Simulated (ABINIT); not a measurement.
Crystal: ZnSe (Stilleite).

```
CELL_PARAMETERS angstrom
0.00000 2.83380 2.83380
2.83380 0.00000 2.83380
2.83380 2.83380 0.00000
ATOMIC_POSITIONS crystal
Se 0.75000 0.75000 0.75000
Zn 0.00000 0.00000 0.00000
```

Base run:

```yaml
Program: ABINIT 10.8.3 (patched build)
Functional: LDA-Teter
Potentials_or_basis: JTH PAW LDA v2.0
Cutoff: 544 eV
k_mesh: 8 × 8 × 8
Occupations: fermi-dirac, width 0.05 eV
Spin: no spin polarisation
```

Its results: band gap on the k mesh 1.03 eV, direct.

Task: The run is repeated on the same cell with these changes: functional from LDA-Teter to PBE; potentials or basis from JTH PAW LDA v2.0 to SPMS NC PBE v1.0; cutoff from 544 eV to 925 eV; valence electrons from 18 to 36. What comes out?

Result: Band gap on the k mesh 1.28 eV, direct.
